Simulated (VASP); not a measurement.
A run of VASP 6.6.1:

Contents of INCAR:

```
SYSTEM = CdS
ALGO     = Fast           ! electronic algorithm
EDIFF    = 1E-7           ! SCF threshold, eV
ENCUT    = 520            ! plane-wave cutoff, eV
GGA      = PE             ! functional
ISIF     = 2              ! what is computed and relaxed
ISMEAR   = -1             ! smearing method
LASPH    = .TRUE.         ! aspherical terms in the spheres
LCHARG   = .FALSE.        ! write CHGCAR
LREAL    = .FALSE.        ! projectors in reciprocal space
LWAVE    = .FALSE.        ! write WAVECAR
NBANDS   = 26             ! bands
NELM     = 100            ! most SCF steps
PREC     = Accurate       ! precision mode
SIGMA    = 0.02           ! smearing width, eV
```

Contents of KPOINTS:

```
k-points
0
G
  8 8 4
  0 0 0
```

The input POSCAR:

```
CdS
1.0
    4.1500000000      0.0000000000      0.0000000000
   -2.0750000000      3.5940054257      0.0000000000
    0.0000000000      0.0000000000      6.7370000000
Cd S
2 2
Direct
    0.3333333333      0.6666666667     -0.0010291479
    0.6666666667      0.3333333333      0.4989708521
    0.3333333333      0.6666666667      0.3760291479
    0.6666666667      0.3333333333      0.8760291479
```

Potentials or basis: VASP PAW PBE potentials, release 64 (Cd, S).

Command:

```sh
$ cat potpaw_PBE.64/Cd/POTCAR potpaw_PBE.64/S/POTCAR > POTCAR
$ mpirun -np 1 vasp_std > vasp.out
```

Hardware: 1 thread of Intel(R) Xeon(R) Platinum 8488C (Sapphire Rapids), with other jobs on the host.

Problem. Estimate the wall time of this run.

Solution. Wall time 50 s on 1 thread of Intel(R) Xeon(R) Platinum 8488C (Sapphire Rapids) (shared host), peak memory 0.25 GiB. Counts: scf iterations 16, k points 30.
